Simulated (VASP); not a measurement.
Wanted: the native input for a VASP 6.6.1 run.

| Property | Result |
| --- | --- |
| Task | single point |
| Functional | PBE |
| Potentials or basis | VASP PAW PBE potentials, release 64 (Ba_sv) |
| Cutoff | 520 eV |
| k mesh | 8 × 8 × 1 |
| Occupations | fermi-dirac, width 0.05 eV |
| Spin | no spin polarisation |
| Dipole correction | yes |
| Further INCAR settings | ALGO = Normal; EDIFF = 1e-06; NBANDS = 17 |

The structure of Ba lies in POSCAR:

```
Ba
1.0
    3.9100000000      0.0000000000      0.0000000000
   -1.9550000000      3.6500000000      0.0000000000
    0.0000000000      0.0000000000     20.7000000000
Ba
2
Direct
    0.0000000000      0.0000000000      0.3623188406
    0.0000000000      0.0000000000      0.6376811594
```

The slab is cut from a database's or a generator's crystal, which needn't be the stable form of the element.

The cell isn't the ideal one: the (0 0 1) slab of Ba, cut from the database cell, not relaxed.

One way to write it, as run:

INCAR

```
SYSTEM = Ba
ALGO = Normal ; DIPOL = 0.5 0.5 0.500
EDIFF = 1E-6 ; ENCUT = 520
GGA = PE ; IDIPOL = 3
ISIF = 2 ; ISMEAR = -1
LASPH = .TRUE. ; LCHARG = .TRUE.
LDIPOL = .TRUE. ; LELF = .TRUE.
LREAL = .FALSE. ; LVACPOTAV = .TRUE.
LVHAR = .TRUE. ; LWAVE = .FALSE.
NBANDS = 17 ; NELM = 100
PREC = Accurate ; SIGMA = 0.05
```

KPOINTS

```
k-points
0
G
  8 8 1
  0 0 0
```

Potentials or basis: VASP PAW PBE potentials, release 64 (Ba_sv).

The run is started by

```console
$ cat potpaw_PBE.64/Ba_sv/POTCAR > POTCAR
$ mpirun -np 1 vasp_std > vasp.out
```

It gave:

The largest force is 0.192 eV/Å, the band gap on the k mesh is none (metal or under the smearing width) and the work function of the upper face is 2.51 eV. The work function of the lower face is 2.51 eV.

Run time: 100 s on 1 thread of Intel(R) Xeon(R) 6975P-C (Granite Rapids), on a shared host, peak memory 0.42 GiB.
